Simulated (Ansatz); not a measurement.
The system is HgSe.

```
Hg Se
1.0
     0.00000    3.03900    3.03900
     3.03900    0.00000    3.03900
     3.03900    3.03900    0.00000
Hg Se
1 1
Direct
  0.00000 0.00000 0.00000
  0.75000 0.75000 0.75000
```

```yaml
Program: Ansatz 0.2.0
Task: relaxation of cell and atoms
Functional: BLYP
Dispersion: D4
Potentials_or_basis: Ansatz PAW
Cutoff: "420 eV (not typed: the program's choice for these potentials)"
k_mesh: 8 × 8 × 8
Occupations: fermi-dirac, width 0.05 eV
Spin: no spin polarisation
```

At the start: volume 28.07 Å³/atom.

Q: How do energy, volume and symmetry change on relaxing?

A: It ends after 5 steps and the volume is 30.26 Å³/atom (+7.8 %); space group F-43m (No. 216, to 0.05 Å).

The path:
```
step  energy change (eV)  largest force (eV/Å)  volume (Å³)
   1              0.0000                0.0000        56.13
   2             -0.0468                0.0000        61.85
   3             -0.0508                0.0000        60.73
   4             -0.0509                0.0000        60.53
   5             -0.0517                0.0000        60.53
```

Final structure:
```yaml
crystal:
  lattice:
    - [0.00000, 3.11628, 3.11628]
    - [3.11628, 0.00000, 3.11628]
    - [3.11628, 3.11628, 0.00000]
  atoms:
    - { symbol: Hg, position: [0.00000, 0.00000, 0.00000] }
    - { symbol: Se, position: [0.75000, 0.75000, 0.75000] }
```

Caveat: the plane-wave basis is chosen anew once the cell has moved, so the energies of steps on either side of that aren't comparable; the PAW data sets come from PBE, with cores solved anew for the run's functional, which leaves a small shift of forces and pressure.
